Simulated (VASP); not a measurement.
A run of VASP 6.6.1 is set up as follows.

The input POSCAR:

```
GaSb                                    
1.0
    0.0000000000      3.0565639574      3.0565639574
    3.0565639574      0.0000000000      3.0565639574
    3.0565639574      3.0565639574      0.0000000000
  Ga              Sb            
     1     1
Direct
     0.0000000000000000    0.0000000000000000    0.0000000000000000
     0.2500000000000000    0.2500000000000000    0.2500000000000000
```

Contents of INCAR.step1:

```
SYSTEM = GaSb
PREC = Accurate ; ENCUT = 520
EDIFF = 1E-5 ; ISMEAR = 0
SIGMA = 0.03 ; LREAL = .False.
LASPH = .True. ; NELM = 80
ALGO = Normal ; LWAVE = .True.
LCHARG = .False. ; KPAR = 4
GGA = PE
```

File INCAR.step2:

```
SYSTEM = GaSb
PREC = Accurate ; ENCUT = 520
EDIFF = 1E-6 ; ISMEAR = 0
SIGMA = 0.03 ; LREAL = .False.
LASPH = .True. ; NELM = 80
ALGO = Normal ; ISIF = 3
LWAVE = .False. ; LCHARG = .False.
GGA = PE ; LHFCALC = .True.
HFSCREEN = 0.2 ; PRECFOCK = Fast
IBRION = 2 ; NSW = 25
EDIFFG = -0.01 ; KPAR = 4
ISTART = 1
```

File KPOINTS:

```
regular mesh
0
Gamma
  6 6 6
  0 0 0
```

Potentials or basis: VASP PAW PBE potentials, release 64 (Ga_d, Sb).

Launch:

```console
$ cat potpaw_PBE.64/Ga_d/POTCAR potpaw_PBE.64/Sb/POTCAR > POTCAR
$ cp INCAR.step1 INCAR
$ mpirun -np 4 vasp_std > vasp.out
$ cp INCAR.step2 INCAR
$ mpirun -np 4 vasp_std > vasp.out
```

**Question.** What does it give for the relaxed cell?

**Answer.** a = 4.327 Å, b = 4.327 Å, c = 4.327 Å, α = 60.00°, β = 60.00°, γ = 60.00°.

**Question.** What does it give for the band gap on the k mesh?

**Answer.** 0.86 eV, direct.

Final structure:
```
Ga Sb
1.0
     0.00000    3.05949    3.05949
     3.05949    0.00000    3.05949
     3.05949    3.05949    0.00000
Ga Sb
1 1
Direct
  0.00000 0.00000 0.00000
  0.25000 0.25000 0.25000
```

Caveat: spin-orbit coupling is left out, which moves the levels of the heavy elements. A k mesh can miss the band edges.
